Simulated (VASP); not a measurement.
```
CELL_PARAMETERS angstrom
      4.42423     0.00000     0.00000
      0.00000     4.42423     0.00000
      0.00000     0.00000     2.88726
ATOMIC_POSITIONS crystal
  Ge 0.00000 0.00000 0.00000
  Ge 0.50000 0.50000 0.50000
  O  0.30623 0.30623 0.00000
  O  0.80623 0.19377 0.50000
  O  0.19377 0.80623 0.50000
  O  0.69377 0.69377 0.00000
```

Calculation: PBEsol GGA, VASP's PBE PAW potentials (set 64) (plane waves; VASP). Run with 520 eV cut-off, Gaussian smearing of 0.050 eV, potentials Ge_d O.

Task: What does the run give for the band gap (along the path) with the smallest direct gap where there is one?

Result: 
- band gap (along the path): 1.57 eV
- smallest direct gap (along the path): 1.57 eV

The absolute energy has meaning only against runs of the same code, potentials and settings.

The compound is GeO2 in the rutile structure. It was relaxed first.
